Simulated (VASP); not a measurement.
SnO2:

```
CELL_PARAMETERS angstrom
4.73800 0.00000 0.00000
0.00000 4.73800 0.00000
0.00000 0.00000 3.18650
ATOMIC_POSITIONS crystal
Sn 0.00000 0.00000 0.00000
Sn 0.50000 0.50000 0.50000
O 0.30710 0.30710 0.00000
O 0.19290 0.80710 0.50000
O 0.69290 0.69290 0.00000
O 0.80710 0.19290 0.50000
```

* Program: VASP 6.6.1
* Task: relaxation of cell and atoms
* Functional: PBEsol
* Potentials or basis: VASP PAW PBE potentials, release 64 (Sn_d, O)
* Cutoff: 600 eV
* k mesh: 6 × 6 × 8
* Occupations: gaussian, width 0.03 eV
* Spin: no spin polarisation

At the start: pressure 5.2 GPa; volume 11.92 Å³/atom.

Question: Where does the relaxation end?

Answer: Over 5 steps the energy falls by 5.0 meV/atom and the volume is 12.20 Å³/atom (+2.3 %); space group P4_2/mnm (No. 136, to 0.05 Å).

Step by step:
```tsv
step	energy change (eV)	largest force (eV/Å)	pressure (GPa)	volume (Å³)
1	0.0000	0.2277	5.24	71.53
2	0.0238	0.2179	-6.26	75.64
3	-0.0302	0.0171	-0.05	73.24
4	-0.0302	0.0212	0.10	73.21
5	-0.0302	0.0080	0.05	73.21
```

Final structure:
```
CELL_PARAMETERS angstrom
4.77064 0.00000 0.00000
0.00000 4.77064 0.00000
0.00000 0.00000 3.21664
ATOMIC_POSITIONS crystal
Sn 0.00000 0.00000 0.00000
Sn 0.50000 0.50000 0.50000
O 0.30630 0.30630 0.00000
O 0.19370 0.80630 0.50000
O 0.69370 0.69370 0.00000
O 0.80630 0.19370 0.50000
```

Caveat: the PAW data sets were made with another functional, which shifts forces and pressure a little.
